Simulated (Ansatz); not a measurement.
## CaB2H8 — ⁴³Ca NMR of the central transition

Cell: a computed structure from the Materials Project (it need not be an observed phase).

Space group P4_2 (No. 77); a = 6.8060, c = 4.3613 Å.

| site | Wyckoff | site symmetry | x | y | z |
| --- | --- | --- | --- | --- | --- |
| Ca | 2c | 2.. | 0.5000 | 0.0000 | 0.0172 |
| B | 4d | 1 | 0.2135 | 0.3117 | 0.0233 |
| H7 | 4d | 1 | 0.1664 | 0.4855 | 0.0241 |
| H9 | 4d | 1 | 0.3917 | 0.3184 | 0.0564 |
| H11 | 4d | 1 | 0.1342 | 0.2200 | 0.2313 |
| H13 | 4d | 1 | 0.2330 | 0.8308 | 0.2803 |

One atom of each set is listed.

Method: Kohn–Sham DFT in Ansatz, r2SCAN, plane waves and PAW, scalar-relativistic, 500 eV cutoff, Γ-centred 4×4×7 k-points, Fermi–Dirac smearing 0.02 eV.

⁴³Ca has I = 7/2 and Q = -40.80 mb (Pyykkö 2018); at 11.7 T its Larmor frequency is ν₀ = 33.6 MHz. Only the quadrupole interaction is simulated: positions count from each site's isotropic chemical shift, and J coupling is left out, as are shift anisotropy and dipolar coupling, which fast spinning averages.

(1) Simulate the second-order pattern (fast magic-angle spinning, Gaussian broadening 0.02 kHz) of site Ca (10 H at 2.30–2.49 Å).

Results:

(1) The calculation gives C_Q = -1.50 MHz and η = 0.61, so ν_Q = 0.107 MHz and the centre of gravity lies at -5.69 ppm (-0.191 kHz).

| offset (kHz) | height |
| --- | --- |
| -0.4722 | 0 |
| -0.4510 | 4 |
| -0.4298 | 9 |
| -0.4086 | 9 |
| -0.3874 | 12 |
| -0.3662 | 23 |
| -0.3450 | 28 |
| -0.3238 | 30 |
| -0.3026 | 33 |
| -0.2814 | 38 |
| -0.2602 | 57 |
| -0.2390 | 100 |
| -0.2179 | 82 |
| -0.1967 | 75 |
| -0.1755 | 83 |
| -0.1543 | 92 |
| -0.1331 | 70 |
| -0.1119 | 57 |
| -0.0907 | 50 |
| -0.0695 | 45 |
| -0.0483 | 42 |
| -0.0271 | 37 |
| -0.0059 | 14 |
| 0.0153 | 0 |
